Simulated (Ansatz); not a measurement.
Before relaxation, (100) slab as cut from the bulk (W, Im-3m (No. 229), (1 0 0) face):

```
CELL_PARAMETERS angstrom
3.18356 0.00000 0.00000
0.00000 3.18356 0.00000
0.00000 0.00000 24.55068
ATOMIC_POSITIONS crystal
W 0.50000 0.50000 0.30549
W 0.00000 0.00000 0.37033
W 0.50000 0.50000 0.43516
W 0.00000 0.00000 0.50000
W 0.50000 0.50000 0.56484
W 0.00000 0.00000 0.62967
W 0.50000 0.50000 0.69451
```

Level of theory: Ansatz 0.2.0, DFT PBE, scalar-relativistic, plane waves, PAW. Settings: cutoff 420 eV, Γ-centred mesh 11×11×1 on the computed 7-atom cell, Gaussian smearing of 0.10 eV; no spin polarisation. A dipole correction removes the field between periodic images along c.

All atoms are free. The cell is fixed. Force threshold 0.02 eV/Å.

Task: Where does it end?

Result: The energy falls by 0.352 eV in 6 steps, to:

```xyz
7
Lattice="3.1836 0.0000 0.0000 0.0000 3.1836 0.0000 0.0000 0.0000 24.5507" Properties=species:S:1:pos:R:3 pbc="T T T"
W     1.5918    1.5918    7.6577
W     0.0000    0.0000    9.0722
W     1.5918    1.5918   10.6985
W     0.0000    0.0000   12.2753
W     1.5918    1.5918   13.8521
W     0.0000    0.0000   15.4785
W     1.5918    1.5918   16.8930
```

Spin–orbit coupling is left out, which can shift energies with elements as heavy as these.

Cost: 1 run of about 3.8 core-minutes, on Oxide Virtual Turin-like Processor (Zen 5) (shared hosts).